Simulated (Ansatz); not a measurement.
Crystal: Gd.

```
CELL_PARAMETERS angstrom
-2.02500 2.02500 2.02500
2.02500 -2.02500 2.02500
2.02500 2.02500 -2.02500
ATOMIC_POSITIONS crystal
Gd 0.00000 0.00000 0.00000
```

This isn't the form of Gd at room conditions, which is hcp.

A run of Ansatz 0.2.0 on this cell left the log below. Logs are shortened: lines on timing, memory, paths and dates and some standing lists are left out, and cuts for length are marked.

```text
Warning: RAYON_NUM_THREADS=2 ignored (pool sized by the plan → 2); use --threads N
Engine: ansatz 0.2.0, aarch64-unknown-linux-gnu
Pseudopotentials: kind: paw
Pseudopotential: Gd, paw, valence charge 18, recommended cutoff 420 eV (normal), Gd.paw.azcp
Functional definition: PBE
  parameter kappa = 0.804
  parameter beta = 0.06672455060314922
  exchange = pbe_x(kappa = kappa, mu = beta*pi^2/3)
  correlation = pbe_c(beta = beta)
Crystal: 1 atoms, lattice volume = 33.215 Å³
Basis set: ecut = 420 eV, 627 PW (Γ), exchange–correlation on 48×48×48 points (8 copies of the dense FFT grid, shifted against one another)
Bands: 17, of which v1, the nominal top of the filled ones, is band 9 counted from 1 (8 counted from 0)
Symmetry: 48 space group operations
Space group: Im-3m (ITA 229), of the structure as read, at distance tolerance 3.2e-5 Å
Magnetic group: BNS 229.140 (UNI 1642), of the structure as read, at distance tolerance 3.2e-5 Å
k-points: 20 of 343
Non-local potential: Gd, projectors of the file, l = 0: 3, l = 1: 2, l = 2: 2, l = 3: 3
PAW form: soft (Blöchl's): semilocal exchange-correlation on the pseudo side does not see the compensation charge
PAW one-centre angular grid: Gd, 590 points (default); XC on 64 Gauss nodes
Initial density: superposition of atomic densities (chi_scale 0.1, normalization cell)
Starting moments: Σ|m| = 7 μB on 1 of 1 site
Initial wavefunctions: pseudopotential atomic-orbital guess
Functional: x = pbe(κ = 0.804, μ = 0.2195149727645171), c = pbe(β = 0.06672455060314922)
iter 1 solved again at ethr=9.75e-4 eV; its pass at ethr=3.10e-3 eV (dr2=1.75e-1 eV) is discarded
SCF iter   1: F=—  HF=-9331.923340 eV  |F-HF|=—  |Δ(HF+E_count)|=         —  Δρ=2.79e-2 (↑8.21e-3 ↓2.79e-2)  dr2=1.73e-1  dr2_m=9.01e-2  M=7.176 μB ∫|m|=7.176 μB  β_m=0.30  ethr=9.75e-4  ⟨swp⟩=1.0  Hψ=3902  notcnv=0
Mixer restart at iter 1: flushing history
preconditioner: auto → Kerker (q_TF=auto, 2.463 Å⁻¹)  [metal: Δε(μ)=0.015 eV  Ē_g=12.282 eV  σ=0.050 eV  W_gap=0.07  n_scr=12 (ndim 8)  ℏωp=25.8 eV  f_vac=0.000  D(μ)=4.58/eV (n_scr^D=78)]
[... 9 lines left out ...]
SCF iter  10: F=-9332.135730 eV  HF=-9332.135730 eV  |F-HF|=5.24e-10  |Δ(HF+E_count)|=   4.70e-8  Δρ=3.03e-6 (↑7.30e-7 ↓3.03e-6)  dr2=3.33e-9  dr2_m=5.35e-10  M=7.622 μB ∫|m|=7.622 μB  ethr=1.25e-10  ⟨swp⟩=3.0  Hψ=2367  notcnv=0
SCF 1 converged in 10 iterations: F = -9332.135730 eV  dr2 = 3.33e-9
  greatest PAW one-centre occupation: 0.999 electrons in one spin orbital (limit 2), on the Gd atom at site 0 (counted from 0), in its partial waves of l = 0
the search or the solves at the SCF's close seem to have found levels that the self-consistency loop had missed (the run counts 1). By its estimate they hold under 1e-12 electrons; where the run keeps them, the occupations were computed again with them
SCF converged after 10 iterations
Magnetization: 7.6215 μB (12.8108 up, 5.1892 down)
Absolute magnetization: 7.6215 μB (∫|ρ↑−ρ↓|, with the PAW one-centre terms)
Spin contamination: 0.0068 ħ² per cell (⟨S²⟩ above its minimum at these occupations)
Per-site moments (μB) at R_I (Å): [(7.334731364263829, 1.4468036901973778)]
Free energy (F): -9332.135730 eV
Harris-Foulkes:  -9332.135730 eV  (|F-HF|=5.24e-10)
Internal energy: -9332.119665 eV  (E = F + TS)
E sigma→0 (E₀):  -9332.127697 eV
Entropy (-TS):   -0.016065 eV (-16.065 meV/atom)
Fermi energy:    12.225573 eV
--- Per-component energies (eV) ---
  E_band       = -32.835634
  E_kinetic    = 402.351943
  E_local      = -2122.859774  (includes V_loc(G=0)·N_el)
  E_nonlocal   = 289.716088
  E_hartree    = 877.118856
  E_xc         = -232.763794
  E_vxc        = -252.284957  (∫ρ·V_xc dr)
  E_paw        = -6449.536125  (= ΣΔE_a)
  E_vpaw       = -103.993911  (= ΣTr[D̂ρ^β])
  E_aug_tail   = 0.000000  (compensation charges beyond the density's cutoff)
  E_ewald      = -2096.146859
  E_smearing   = -0.016065  (= −TS)
  E_closure    = 0.000000  (closes the sum)
  Σ components = -9332.135730   (vs F -9332.135730, Δ=0.00e0)
--- Forces (eV/Å), atoms counted from 1 ---
  atom   1  Gd     0.00000000     0.00000000     0.00000000
  max |Σ_I F_I| component: 5.14e-32 eV/Å
--- Stress (GPa, compression-positive) ---
       -0.083133       0.000000      -0.000000
        0.000000      -0.083133      -0.000000
        0.000000      -0.000000      -0.083133
  P = ⅓ Tr σ = -0.0831 GPa (-0.831 kbar)
--- Band table (eV; the first three rows and the last of 40) ---
  k-point 0 ↑: bands = ["-33.0510", "-10.1223", "-10.1223", "-10.1223", "7.1544", "7.4140", "7.4140", "7.4140", "7.5388", "7.5388", "7.5388", "7.5685", "13.4795", "13.4795", "13.4795", "15.7167", "15.7167"]
  k-point 1 ↑: bands = ["-33.0386", "-10.2606", "-10.1657", "-10.1230", "7.4207", "7.4277", "7.4308", "7.5227", "7.5258", "7.5327", "7.5526", "7.7154", "13.1110", "13.2795", "14.0800", "15.2947", "15.7356"]
  k-point 2 ↑: bands = ["-33.0105", "-10.5571", "-10.2613", "-10.1244", "7.4287", "7.4602", "7.4720", "7.4760", "7.4970", "7.5271", "7.5497", "9.0040", "12.4199", "12.6661", "15.4114", "15.7333", "15.9260"]
  k-point 19 ↓: bands = ["-29.7397", "-8.2500", "-8.2182", "-8.2182", "11.2040", "11.2758", "12.6088", "12.6583", "12.6673", "12.6673", "12.8481", "12.8481", "12.8872", "17.5416", "17.5416", "18.5255", "18.8004"]
```

Q: What input gives this log?

A: Single point with PBE, collinear spin, ferromagnetic start. The files as run (others can give the same):

input.yaml
```yaml
crystal:
  lattice:
    - [-2.025, 2.025, 2.025]
    - [2.025, -2.025, 2.025]
    - [2.025, 2.025, -2.025]
  atoms:
    - { symbol: Gd, position: [0.0, 0.0, 0.0], spin: 7.0 }
hamiltonian:
  xc: pbe
  pseudopotentials: { kind: paw }
magnetization:
  spin_polarized: true
kpoints:
  mp_grid: { grid: [7, 7, 7] }
scf:
  occupations: { method: fermi_dirac, width: 0.05 }
output:
  forces: true
  stress: true
  eigenvalues: true
```

Potentials or basis: Ansatz PAW.
The run is started by
```bash
$ ansatz run input.yaml --threads 2 --pin off --max-ram 5632MiB --backend cpu --events-out ev --progress --plain --runs-dir out
```

Caveat: spin-orbit coupling is left out, which moves the levels of the heavy elements.
